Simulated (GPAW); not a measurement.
# Bi (buckled honeycomb monolayer): G0W0 on several meshes in GPAW

Aim: the GW shift of Bi (buckled honeycomb monolayer) against the k mesh.

Calculated with GPAW 26.7.0; PBE and many-body steps on it, plane waves.

Report form: the programs' logs are mostly left out.

## 1. Starting point

The cell holds 2 atoms: 2 Bi. Its edges and angles: a = 4.353 Å, b = 4.353 Å, c = 12.600 Å, α = 90.0°, β = 90.0°, γ = 120.0°. Vacuum lies along c.

Structure file:

```xyz
2
Lattice="4.3533 0.0000 0.0000 -2.1767 3.7701 0.0000 0.0000 0.0000 12.6000" Properties=species:S:1:pos:R:3
Bi    0.0000    2.5134    5.4415
Bi    2.1767    1.2567    7.1585
```

The structure was relaxed with PBE. The runs that relaxed it are not among those shown. Spin-orbit coupling is left out unless a step names it.

## 2. Empty states on the mesh, 6×6×1 mesh, 346 bands

This step: GPAW 26.7.0; DFT, PBE, plane waves, PAW.

The sums over transitions need many empty states on a uniform mesh; this step solves for them.

Input file run.py:

```python
import json
import numpy as np
from gpaw.mpi import world
from gpaw import GPAW

calc = GPAW('gs.gpw').fixed_density(kpts={'size': (6, 6, 1), 'gamma': True},
    parallel={'domain': 1, 'band': 1},
    txt='nscf.txt')
calc.diagonalize_full_hamiltonian(nbands=346)
calc.write('full.gpw', mode='all')
res = {}
kpts = calc.get_ibz_k_points()
res['kpts'] = kpts
res['eigenvalues'] = [calc.get_eigenvalues(kpt=k) for k in range(len(kpts))]
res['n_electrons'] = calc.get_number_of_electrons()

if world.rank == 0:
    with open('result.json', 'w') as f:
        json.dump(res, f, default=lambda x: x.tolist())
```

Command:

```console
$ mpirun -n 4 gpaw python run.py
```

Run time: 2.8 min. Hardware: 4 MPI ranks of Arm Neoverse V1, shared host; peak memory 6.6 GiB; 11 min of CPU time.

Numbers from this step:

```
gap                                                           : 0.6127 eV
k of the valence top                                          : 0, 0, 0
k of the conduction bottom                                    : 0, 0, 0
least direct gap                                              : 0.6127 eV
k points computed                                             : 7
lowest point of the top converged band, above the valence top : 77.6330 eV
```

On this mesh the gap is 0.613 eV.

## 3. 6×6×1

G0W0 replaces the xc potential by the self-energy, built once from these orbitals. Only a window of levels is corrected, while the sums run over the empty bands that the input names.

This step: G0W0 on PBE, plane waves, PAW.

Input file run.py:

```python
import json
import numpy as np
from gpaw.mpi import world
from gpaw.response.g0w0 import G0W0

gw = G0W0('full.gpw',
    filename='gw',
    kpts=[0],
    bands=(13, 17),
    ecut=24,
    nbands=55,
    truncation='2D',
    integrate_gamma='sphere',
    q0_correction=True,
    frequencies={'type': 'nonlinear', 'domega0': 0.15, 'omega2': 15.0},
    eta=0.1,
    nblocksmax=True)
gw.calculate()
res = {mode: {k: v for k, v in r.items() if k != 'sigma_eskwn'}
       for mode, r in gw.all_results.items()}

if world.rank == 0:
    with open('result.json', 'w') as f:
        json.dump(res, f, default=lambda x: x.tolist())
```

Command:

```console
$ mpirun -n 4 gpaw python run.py
```

Elapsed: 28 s, on 4 MPI ranks; peak memory 1.1 GiB; 1.9 min of CPU time.

Numbers from this step:

* G0W0 gap on the points computed: 0.9939 eV
* least direct G0W0 gap on the computed points: 0.9939 eV
* Z at the valence top: 0.6864
* Z at the conduction bottom: 0.6816
* starting gap on the mesh: 0.6127 eV
* k of the valence top: 0, 0, 0
* k of the conduction bottom: 0, 0, 0

The gap on the mesh goes from 0.61 eV to 0.99 eV, a correction of +0.38 eV.

## 4. Empty states on the mesh, 9×9×1 mesh, 65 bands

This step: DFT, PBE, plane waves, PAW.

Input file run.py:

```python
import json
import numpy as np
from gpaw.mpi import world
from gpaw import GPAW

calc = GPAW('gs.gpw').fixed_density(kpts={'size': (9, 9, 1), 'gamma': True},
    nbands=75,
    convergence={'bands': 65},
    txt='nscf.txt')
calc.write('full.gpw', mode='all')
res = {}
kpts = calc.get_ibz_k_points()
res['kpts'] = kpts
res['eigenvalues'] = [calc.get_eigenvalues(kpt=k) for k in range(len(kpts))]
res['n_electrons'] = calc.get_number_of_electrons()

if world.rank == 0:
    with open('result.json', 'w') as f:
        json.dump(res, f, default=lambda x: x.tolist())
```

Command:

```console
$ mpirun -n 4 gpaw python run.py
```

It took 30 s on 4 MPI ranks; peak memory 0.91 GiB; 2 min of CPU time.

Numbers from this step:

- gap: 0.6127 eV
- k of the valence top: 0, 0, 0
- k of the conduction bottom: 0, 0, 0
- least direct gap: 0.6127 eV
- k points computed: 12
- lowest point of the top converged band, above the valence top: 21.85 eV

On this mesh the gap is 0.613 eV.

## 5. 9×9×1

This step: G0W0 on PBE, plane waves, PAW.

Input file run.py:

```python
import json
import numpy as np
from gpaw.mpi import world
from gpaw.response.g0w0 import G0W0

gw = G0W0('full.gpw',
    filename='gw',
    kpts=[0],
    bands=(13, 17),
    ecut=24,
    nbands=55,
    truncation='2D',
    integrate_gamma='sphere',
    q0_correction=True,
    frequencies={'type': 'nonlinear', 'domega0': 0.15, 'omega2': 15.0},
    eta=0.1,
    nblocksmax=True)
gw.calculate()
res = {mode: {k: v for k, v in r.items() if k != 'sigma_eskwn'}
       for mode, r in gw.all_results.items()}

if world.rank == 0:
    with open('result.json', 'w') as f:
        json.dump(res, f, default=lambda x: x.tolist())
```

Command:

```console
$ mpirun -n 4 gpaw python run.py
```

Wall time 91 s (4 MPI ranks); peak memory 2 GiB.

Numbers from this step:

```
G0W0 gap on the points computed              : 1.027 eV
least direct G0W0 gap on the computed points : 1.027 eV
Z at the valence top                         : 0.7031
Z at the conduction bottom                   : 0.7007
starting gap on the mesh                     : 0.6127 eV
k of the valence top                         : 0, 0, 0
k of the conduction bottom                   : 0, 0, 0
```

Against G0W0 in GPAW (6×6×1 mesh, 55 bands, screening to 24 eV, full frequency, Hilbert transform), the gap moves by +0.033 eV.

## 6. The runs together

Times are wall times on 4 MPI ranks of Arm Neoverse V1, shared host, good to a factor of about two.

```csv
run,mesh,bands,screening cutoff (eV),DFT gap (eV),gap on the mesh (eV),direct (eV),time
6×6×1,6×6×1,55,24,0.613,0.994,0.994,28 s
9×9×1,9×9×1,55,24,0.613,1.027,1.027,91 s
```

## 7. What came out

| Item | Value |
| --- | --- |
| 6×6×1 | 0.994 eV |
| 9×9×1 | 1.027 eV |
| known limits | not at the basis limit; model gap, bands may invert with spin-orbit coupling; no spin-orbit coupling |

**Reading.** 9×9×1: +0.033 eV against 6×6×1. Bands and cutoff are finite, so the gap is not at the basis limit. The miss can reach some tenths of an eV and take either sign; the mesh is an error of its own. These stock PAW sets were not made for GW. In the G0W0 runs levels were corrected at 1 k point alone, so a gap called «on the mesh» is the least over those, and an edge elsewhere would be missed. Mesh or cutoff lie under what a gap needs, so these runs test behaviour and cost; their gaps are not to be quoted. Where an edge is built on 6p states of lead, bismuth or thallium, scalar-relativistic gaps usually stand too wide, by a few tenths to over one eV. With atoms this heavy and so narrow a gap, spin-orbit coupling can invert the bands. These scalar-relativistic gaps are then model values, not to be set against experiment, and a spin-orbit change taken from DFT can't simply be added.

[Paths, hosts, dates, memory and timing lines, banners, echoed tables and standing remarks are left out of the program output.]

[Logs are printed without paths, hosts, clocks, repeated set-up lines and the standing remarks that a program may print on its own settings, such as how far it seeks lower states.]

[Runs of the session that timed out or met a known fault of the program may be left out.]

[Hosts, paths, dates, database ids (printed as entryN), source tags and the programs' standing remarks are cut or masked in the printed files.]
